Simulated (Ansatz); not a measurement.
Method: DFT PBE, scalar-relativistic, plane waves, PAW in Ansatz 0.2.0. All cells share a 420 eV cutoff and Γ-centred k meshes spaced at most about 0.3 Å⁻¹ (about 0.25 or finer for metals, 2π included). No spin polarisation.

Temperature and zero-point effects are left out.

Compare these two cells of CdSe4, each relaxed at this level.

A.

```yaml
crystal:
  lattice:
    - [-2.78714, 2.78714, 4.39926]
    - [2.78714, -2.78714, 4.39926]
    - [2.78714, 2.78714, -4.39926]
  atoms:
    - { symbol: Cd, position: [0.50000, 0.50000, 0.00000] }
    - { symbol: Se, position: [0.00000, 0.00000, 0.50000] }
    - { symbol: Se, position: [0.50000, 0.50000, 0.50000] }
    - { symbol: Se, position: [0.00000, 0.50000, 0.00000] }
    - { symbol: Se, position: [0.50000, 0.00000, 0.00000] }
```

B.

```yaml
crystal:
  lattice:
    - [2.00565, 1.15796, 8.32319]
    - [-2.00565, 1.15796, 8.32319]
    - [0.00000, -2.31593, 8.32319]
  atoms:
    - { symbol: Cd, position: [0.00000, 0.00000, 0.00000] }
    - { symbol: Se, position: [0.39812, 0.39812, 0.39812] }
    - { symbol: Se, position: [0.80479, 0.80479, 0.80479] }
    - { symbol: Se, position: [0.19521, 0.19521, 0.19521] }
    - { symbol: Se, position: [0.60188, 0.60188, 0.60188] }
```

Question: Which would you expect to be lower, and how large is the difference?

Answer: B is lower, by 100 meV/atom. A has space group I4/mmm (No. 139), 27.3 Å³/atom and no gap on its mesh; B has space group R-3m (No. 166), 23.2 Å³/atom and no gap. Counting Se atoms around Cd (those within 1.25 times the shortest such distance or 1.15 times the sum of covalent radii, 1.27 where that leaves under three), A has Cd 8 and B has Cd 6. The denser one is the lower, and pressure would at first widen the difference. In A, around Cd lie 8 Se at 2.95 Å; Se is surrounded by 4 Se at 2.79 Å and 2 Cd at 2.95 Å. In B, Cd has 6 Se at 2.82 Å; Se on its first site is surrounded by 3 Cd at 2.82 Å and 3 Se at 2.95 Å; Se on its second site is surrounded by 3 Se at 2.72 Å and 3 Se at 2.95 Å. Both come from invented guesses. The lowest form computed isn't among them: it has space group P2_1/c (No. 14), 29.9 Å³/atom and lies 24 meV/atom below the best shown.

Cells relaxed within their symmetry can be saddle points. Some structure types and database cells were kept out of the candidates from the start, so a known form may be missing.
